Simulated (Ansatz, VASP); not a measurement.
# KCl: VASP beside Ansatz

The input INCAR:

```
SYSTEM = KCl
ALGO = Normal
EDIFF = 1E-7
ENCUT = 520
GGA = PS
ISIF = 2
ISMEAR = -1
LASPH = .True.
LCHARG = .True.
LELF = .True.
LREAL = .False.
LVHAR = .True.
LWAVE = .False.
NBANDS = 15
NELM = 100
PREC = Accurate
SIGMA = 0.01
```

File KPOINTS:

```
k-points
0
Gamma
  7 7 7
  0 0 0
```

POSCAR

```
KCl
1.0
    3.5598159191      0.0000000000      0.0000000000
    0.0000000000      3.5598159191      0.0000000000
    0.0000000000      0.0000000000      3.5598159191
K Cl
1 1
Direct
    0.0000000000      0.0000000000      0.0000000000
    0.5000000000      0.5000000000      0.5000000000
```

Input for Ansatz:

```yaml
crystal:
  lattice:
    - [3.5598159191, 0.0, 0.0]
    - [0.0, 3.5598159191, 0.0]
    - [0.0, 0.0, 3.5598159191]
  atoms:
    - { symbol: K, position: [0.0, 0.0, 0.0] }
    - { symbol: Cl, position: [0.5, 0.5, 0.5] }
kpoints:
  mp_grid: { grid: [7, 7, 7] }
  band_path:
    path:
      - [0.0, 0.0, 0.0]
      - [0.0, 0.5, 0.0]
      - [0.5, 0.5, 0.0]
      - [0.0, 0.0, 0.0]
      - [0.5, 0.5, 0.5]
      - [0.0, 0.5, 0.0]
      - [0.5, 0.5, 0.5]
      - [0.5, 0.5, 0.0]
    npoints: 5
scf:
  occupations: { method: fermi_dirac, width: 0.01 }
hamiltonian:
  xc: pbesol
  pseudopotentials: { kind: all_electron, lapw: { basis_error: 0.001 } }
output:
  forces: true
  stress: true
  eigenvalues: true
```

Change from the starting cell: volume scaled by 0.94.

Alike in both runs: task single point; functional PBEsol; k mesh 7 × 7 × 7; occupations fermi-dirac, width 0.01 eV; no spin polarisation.

|  | VASP | Ansatz |
| --- | --- | --- |
| version | VASP 6.6.1 | Ansatz 0.2.0 |
| potentials or method | VASP PAW PBE potentials, release 64 (K_sv, Cl) | all-electron LAPW, scalar-relativistic |
| plane-wave cutoff (eV) | 520 | see its input |

```csv
,VASP,Ansatz,Ansatz less VASP
gap on the k mesh at the Fermi level (eV),5.74,5.75,+0.006
pressure (GPa),4.7,4.6,-0.13
```

Ansatz ran all-electron here, so the differences hold the error of VASP's frozen core and of both bases.

Caveats: the PAW data sets were made with another functional, which shifts forces and pressure a little (VASP); an odd mesh through Γ misses points on the zone boundary, where band edges often lie.
